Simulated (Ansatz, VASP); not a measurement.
# Two plane-wave programs on Os

INCAR

```
SYSTEM = Os
ALGO = Normal
EDIFF = 1E-6
ENCUT = 520
GGA = PS
ISIF = 2
ISMEAR = 0
LASPH = .TRUE.
LCHARG = .FALSE.
LREAL = .FALSE.
LWAVE = .FALSE.
NBANDS = 10
NELM = 60
PREC = Accurate
SIGMA = 0.15
```

Contents of KPOINTS:

```
k-points
0
G
  20 20 20
  0 0 0
```

POSCAR

```
Os
1.0
    0.0000000000      1.9450000000      1.9450000000
    2.0422500000      0.0000000000      1.9450000000
    2.0422500000      1.9450000000      0.0000000000
Os
1
Direct
    0.0000000000      0.0000000000      0.0000000000
```

Input for Ansatz:

```yaml
crystal:
  lattice:
    - [0.0, 1.945, 1.945]
    - [2.04225, 0.0, 1.945]
    - [2.04225, 1.945, 0.0]
  atoms:
    - { symbol: Os, position: [0.0, 0.0, 0.0] }
basis:
  ecutwfc: 420
kpoints:
  mp_grid: { grid: [20, 20, 20] }
hamiltonian:
  xc: pbesol
scf:
  occupations: { method: gaussian, width: 0.15 }
output:
  forces: true
  stress: true
  eigenvalues: true
```

Change from the starting cell: strain +0.0500 x Voigt [1, 0, 0, 0, 0, 0], atoms carried along.

Alike in both runs: task single point; functional PBEsol; k mesh 20 × 20 × 20; occupations gaussian, width 0.15 eV; no spin polarisation.

```csv
,VASP,Ansatz
version,VASP 6.6.1,Ansatz 0.2.0
potentials or method,"VASP PAW PBE potentials, release 64 (Os)","scalar-relativistic, plane waves, PAW"
plane-wave cutoff (eV),520,420
valence electrons in the cell,8,16
```

VASP gave:

| Quantity | Value |
| --- | --- |
| gap on the k mesh at the Fermi level (eV) | none |
| pressure (GPa) | -33.9 |
| largest component of the traceless stress (GPa) | 9.00 |

Task: Estimate Ansatz's values.

Result: gap on the k mesh at the Fermi level (eV): none; pressure (GPa): -33.6; largest component of the traceless stress (GPa): 9.06.

A gap of «none» marks a metal or a gap that the smearing closes. The two sets of potentials don't hold the same shells in valence.

Caveats: the cell as given lies far from equilibrium; so large a pressure means that the cell lies far from this level's equilibrium, or that cutoff or potentials fall short (VASP); the potentials were made for another functional, which shifts forces and pressure (VASP). The runs have no spin-orbit coupling, so splittings on Os are missing.
